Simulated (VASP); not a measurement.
# Ge (P6_3/mmc) in VASP: notebook, part 2 of 2

VASP 6.6.1.

### 3 Relaxation of cell and atoms, r2SCAN

Contents of INCAR:

```
SYSTEM = Ge
ALGO = Normal ; EDIFF = 1E-7
EDIFFG = -0.005 ; ENCUT = 600
IBRION = 2 ; ISIF = 3
ISMEAR = 0 ; LASPH = .True.
LCHARG = .False. ; LMIXTAU = .True.
LREAL = .False. ; LWAVE = .False.
METAGGA = R2SCAN ; NELM = 80
NSW = 90 ; PREC = Accurate
SIGMA = 0.03
```

Contents of KPOINTS:

```
k-points
0
Gamma
  12 12 5
  0 0 0
```

Contents of POSCAR:

```
Ge                                      
1.0
    3.9964407364      0.0000000000      0.0000000000
   -1.9982203683      3.4610192025      0.0000000000
    0.0000000000     -0.0000000000      6.6027557008
  Ge            
     4
Direct
     0.6666666699999979    0.3333333300000021    0.0629156517508265
     0.3333333300000021    0.6666666699999979    0.5629156517508265
     0.6666666699999979    0.3333333300000021    0.4370843482491735
     0.3333333300000021    0.6666666699999979    0.9370843482491735
```

Potentials or basis: VASP PAW PBE potentials, release 64 (Ge_d).

Command:

```
cat potpaw_PBE.64/Ge_d/POTCAR > POTCAR
mpirun -np 1 vasp_std > vasp.out
```

OUTCAR:

```text
SYSTEM = Ge
   EDIFF = 1E-7
   EDIFFG = -0.005
   ENCUT = 600
   IBRION = 2
   ISIF = 3
   ISMEAR = 0
   LASPH = .True.
   LREAL = .False.
   METAGGA = R2SCAN
   NELM = 80
   NSW = 90
   PREC = Accurate

 ion  position               nearest neighbor table
   1  0.667  0.333  0.063-   4 2.45   4 2.45   4 2.45   3 2.47
   2  0.333  0.667  0.563-   3 2.45   3 2.45   3 2.45   4 2.47
   3  0.667  0.333  0.437-   2 2.45   2 2.45   2 2.45   1 2.47
   4  0.333  0.667  0.937-   1 2.45   1 2.45   1 2.45   2 2.47

  LATTYP: Found a hexagonal cell.
 ALAT       =     3.9964407364
 C/A-ratio  =     1.6521590426

  Lattice vectors:

 A1 = (   3.9964407364,   0.0000000000,   0.0000000000)
 A2 = (  -1.9982203683,   3.4610192025,   0.0000000000)
 A3 = (   0.0000000000,   0.0000000000,   6.6027557008)

Analysis of symmetry for initial positions (statically):
=====================================================================
 Subroutine PRICEL returns:
 Original cell was already a primitive cell.

 Routine SETGRP: Setting up the symmetry group for a
 hexagonal supercell.

 Subroutine GETGRP returns: Found 24 space group operations
 (whereof 12 operations were pure point group operations)
 out of a pool of 24 trial point group operations.

The static configuration has the point symmetry D_3d.
 The point group associated with its full space group is D_6h.

Analysis of symmetry for dynamics (positions and initial velocities):
=====================================================================
 Subroutine PRICEL returns:
 Original cell was already a primitive cell.

 Routine SETGRP: Setting up the symmetry group for a
 hexagonal supercell.

 Subroutine GETGRP returns: Found 24 space group operations
 (whereof 12 operations were pure point group operations)
 out of a pool of 24 trial point group operations.

The dynamic configuration has the point symmetry D_3d.
 The point group associated with its full space group is D_6h.

 Subroutine INISYM returns: Found 24 space group operations
 (whereof 12 operations are pure point group operations),
 and found     1 'primitive' translations

----------------------------------------------------------------------------------------

                                     Primitive cell

  volume of cell :      91.3277

  direct lattice vectors                    reciprocal lattice vectors
     3.996440736  0.000000000  0.000000000     0.250222652  0.144466116  0.000000000
    -1.998220368  3.461019203  0.000000000     0.000000000  0.288932231  0.000000000
     0.000000000  0.000000000  6.602755701     0.000000000  0.000000000  0.151451916

  length of vectors
     3.996440736  3.996440737  6.602755701     0.288932231  0.288932231  0.151451916

  position of ions in fractional coordinates (direct lattice)
     0.666666670  0.333333330  0.062915652
     0.333333330  0.666666670  0.562915652
     0.666666670  0.333333330  0.437084348
     0.333333330  0.666666670  0.937084348
[... 117 lines left out ...]
   NGX = 15   NGY = 15   NGZ = 27

--------------------------------------- Ionic step        1  -------------------------------------------

 number of electron      55.9999987 magnetization

 Free energy of the ion-electron system (eV)
  ---------------------------------------------------
  ext. energy  EPLUGINS =         0.00000000
  ---------------------------------------------------
  free energy    TOTEN  =       -55.42125331 eV

  energy without entropy =      -55.42123853  energy(sigma->0) =      -55.42124592

------------------------ aborting loop because EDIFF is reached ----------------------------------------

  FORCE on cell =-STRESS in cart. coord.  units (eV):
  Direction    XX          YY          ZZ          XY          YZ          ZX
  --------------------------------------------------------------------------------------
  -------------------------------------------------------------------------------------
  Total        0.0264485      0.0264485      0.0103781     -0.0000000     -0.0000000     -0.0000000
  in kB        0.4639910      0.4639910      0.1820647     -0.0000000     -0.0000000     -0.0000000
  external PRESSURE =       0.3700156 kB  Pullay stress =       0.0000000 kB

 VOLUME and BASIS-vectors are now :
 -----------------------------------------------------------------------------
  energy-cutoff  :      600.00
  volume of cell :       91.33
      direct lattice vectors                 reciprocal lattice vectors
     3.996440736  0.000000000  0.000000000     0.250222652  0.144466116  0.000000000
    -1.998220368  3.461019203  0.000000000     0.000000000  0.288932231  0.000000000
     0.000000000  0.000000000  6.602755701     0.000000000  0.000000000  0.151451916

 POSITION                                       TOTAL-FORCE (eV/Angst)
 -----------------------------------------------------------------------------------
      1.99822      1.15367      0.41542         0.000000     -0.000000      0.006834
     -0.00000      2.30735      3.71679        -0.000000     -0.000000      0.006834
      1.99822      1.15367      2.88596         0.000000     -0.000000     -0.006834
     -0.00000      2.30735      6.18734        -0.000000      0.000000     -0.006834
 -----------------------------------------------------------------------------------
    total drift:                                0.000007     -0.000004      0.000003

  FREE ENERGIE OF THE ION-ELECTRON SYSTEM (eV)
  ---------------------------------------------------
  free  energy   TOTEN  =       -55.4212533118 eV

  energy  without entropy=      -55.4212385298  energy(sigma->0) =      -55.42124592

--------------------------------------- Ionic step        2  -------------------------------------------

 number of electron      55.9999988 magnetization

 Free energy of the ion-electron system (eV)
  ---------------------------------------------------
  ext. energy  EPLUGINS =         0.00000000
  ---------------------------------------------------
  free energy    TOTEN  =       -55.42125324 eV

  energy without entropy =      -55.42123601  energy(sigma->0) =      -55.42124463

 E-fermi :   4.9285     XC(G=0): -10.7660

 val. band max:        4.8902517749   @ k =   0.0000   0.0000   0.0000
 cond. band min:       4.9596234671   @ k =   0.0000   0.0000   0.0000
 fundamental gap:      0.0693716923
 Fermi energy:         4.9284909299

 k-point     1 :       0.0000    0.0000    0.0000
  band No.  band energies     occupation
      1     -20.8081      2.00000
      2     -20.8081      2.00000
      3     -20.7687      2.00000
      4     -20.7680      2.00000
      5     -20.7680      2.00000
      6     -20.7560      2.00000
[... 853 lines left out ...]
     32       9.1263      0.00000
     33       9.9027      0.00000

 [... further k-points ...]

------------------------ aborting loop because EDIFF is reached ----------------------------------------

  FORCE on cell =-STRESS in cart. coord.  units (eV):
  Direction    XX          YY          ZZ          XY          YZ          ZX
  --------------------------------------------------------------------------------------
  -------------------------------------------------------------------------------------
  Total       -0.0171581     -0.0171581      0.0049035      0.0000000     -0.0000000      0.0000000
  in kB       -0.3007782     -0.3007782      0.0859580      0.0000000     -0.0000000      0.0000000
  external PRESSURE =      -0.1718661 kB  Pullay stress =       0.0000000 kB

 VOLUME and BASIS-vectors are now :
 -----------------------------------------------------------------------------
  energy-cutoff  :      600.00
  volume of cell :       91.40
      direct lattice vectors                 reciprocal lattice vectors
     3.997715548 -0.000000000 -0.000000000     0.250142860  0.144420047  0.000000000
    -1.998857774  3.462123222  0.000000000     0.000000000  0.288840095  0.000000000
     0.000000000 -0.000000000  6.603582146     0.000000000  0.000000000  0.151432961

 POSITION                                       TOTAL-FORCE (eV/Angst)
 -----------------------------------------------------------------------------------
      1.99886      1.15404      0.41580         0.000000      0.000000     -0.002983
     -0.00000      2.30808      3.71759        -0.000000      0.000000     -0.002983
      1.99886      1.15404      2.88599         0.000000     -0.000000      0.002983
     -0.00000      2.30808      6.18778         0.000000     -0.000000      0.002983
 -----------------------------------------------------------------------------------
    total drift:                                0.000007     -0.000004      0.000003

  FREE ENERGIE OF THE ION-ELECTRON SYSTEM (eV)
  ---------------------------------------------------
  free  energy   TOTEN  =       -55.4212532424 eV

  energy  without entropy=      -55.4212360105  energy(sigma->0) =      -55.42124463

 reached required accuracy - stopping structural energy minimisation
```

It took 24 min on 1 thread of AMD EPYC 7R13 (Zen 3), shared host; peak memory 0.31 GiB.

What came out:

- Free energy: -55.4213 eV
- Relaxed volume: 22.85 Å³/atom
- Relaxed cell: a = 3.998 Å, b = 3.998 Å, c = 6.604 Å, α = 90.00°, β = 90.00°, γ = 120.00°
- Space group after relaxing (to 0.05 Å): P6_3/mmc (No. 194)
- Energy gained by relaxing: 0.0 meV/atom
- Ionic steps: 2
- Pressure after relaxing: 0.0 GPa
- Band gap on the k mesh: 0.07 eV, direct

Forces on the atoms (eV/Å):
```
Ge   0.000  0.000 -0.003
Ge   0.000  0.000 -0.003
Ge   0.000  0.000  0.003
Ge   0.000  0.000  0.003
```

Final structure:
```
CELL_PARAMETERS angstrom
3.99772 0.00000 0.00000
-1.99886 3.46212 0.00000
0.00000 0.00000 6.60358
ATOMIC_POSITIONS crystal
Ge 0.66667 0.33333 0.06297
Ge 0.33333 0.66667 0.56297
Ge 0.66667 0.33333 0.43703
Ge 0.33333 0.66667 0.93703
```

Levels at points of the mesh, in eV from the valence-band top:
| k point | band 26 | band 27 | band 28 | band 29 | band 30 | band 31 |
| --- | --- | --- | --- | --- | --- | --- |
| (0.00, 0.00, 0.00) | -0.30 | 0.00 | 0.00 | 0.07 | 0.23 | 2.30 |
| (0.50, 0.00, 0.00) | -3.33 | -3.02 | -1.65 | 0.63 | 1.82 | 3.71 |

Caveat: the PAW data sets were made with another functional, which shifts forces and pressure a little; an odd mesh through Γ misses points on the zone boundary, where band edges often lie.

### 4 Relaxation of cell and atoms, PBE

Contents of INCAR:

```
PREC = Accurate
ENCUT = 600
EDIFF = 1E-6
ISMEAR = 0
SIGMA = 0.03
LREAL = F
LASPH = T
NELM = 80
ALGO = Normal
ISIF = 3
LWAVE = F
LCHARG = F
GGA = PE
IBRION = 2
NSW = 90
EDIFFG = -0.01
```

Contents of KPOINTS:

```
Automatic mesh
0
Gamma
  12 12 5
```

Contents of POSCAR:

```
Ge
1.0
    3.9975858431      0.0000000000      0.0000000000
   -1.9987929216      3.4620108940      0.0000000000
    0.0000000000      0.0000000000      6.5993779500
Ge
4
Direct
    0.6666666700      0.3333333300      0.0629012500
    0.3333333300      0.6666666700      0.5629012500
    0.6666666700      0.3333333300      0.4370987500
    0.3333333300      0.6666666700      0.9370987500
```

Command:

```
cat potpaw_PBE.64/Ge_d/POTCAR > POTCAR
mpirun -np 1 vasp_std > vasp.out
```

It took 5.1 min on 1 thread of AMD EPYC 9R14 (Zen 4), shared host; peak memory 0.28 GiB.

It converged, with:

| Quantity | Value |
| --- | --- |
| Free energy | -18.0020 eV |
| Relaxed volume | 23.83 Å³/atom |
| Relaxed cell | a = 4.056 Å, b = 4.056 Å, c = 6.692 Å, α = 90.00°, β = 90.00°, γ = 120.00° |
| Space group after relaxing (to 0.05 Å) | P6_3/mmc (No. 194) |
| Energy gained by relaxing | 8.9 meV/atom |
| Ionic steps | 5 |
| Pressure after relaxing | 0.0 GPa |
| Largest force after relaxing | 0.004 eV/Å |
| Band gap on the k mesh | none (metal or under the smearing width) |

Forces in eV/Å, atoms in the order of the input:
```
Ge   0.000  0.000 -0.004
Ge   0.000  0.000 -0.004
Ge   0.000  0.000  0.004
Ge   0.000  0.000  0.004
```

Step by step:
```
step  energy change (eV)  largest force (eV/Å)  pressure (GPa)  volume (Å³)
   1              0.0000                0.0109            2.84        91.33
   2             -0.0321                0.0230           -0.84        96.80
   3             -0.0355                0.0140           -0.10        95.45
   4             -0.0355                0.0133            0.19        95.30
   5             -0.0355                0.0037            0.04        95.33
```

Final structure:
```xyz
4
Lattice="4.0558 0.0000 0.0000 -2.0279 3.5124 0.0000 0.0000 0.0000 6.6917" Properties=species:S:1:pos:R:3 pbc="T T T"
Ge    2.0279    1.1708    0.4207
Ge    0.0000    2.3416    3.7665
Ge    2.0279    1.1708    2.9252
Ge    0.0000    2.3416    6.2710
```

Levels at points of the mesh, in eV from the Fermi level:
```
           k point  band 26  band 27  band 28  band 29  band 30  band 31
(0.00, 0.00, 0.00)    -0.36    -0.15    -0.11     0.14     0.14     2.30
(0.50, 0.00, 0.00)    -2.88    -2.62    -1.34     0.62     1.56     3.61
```
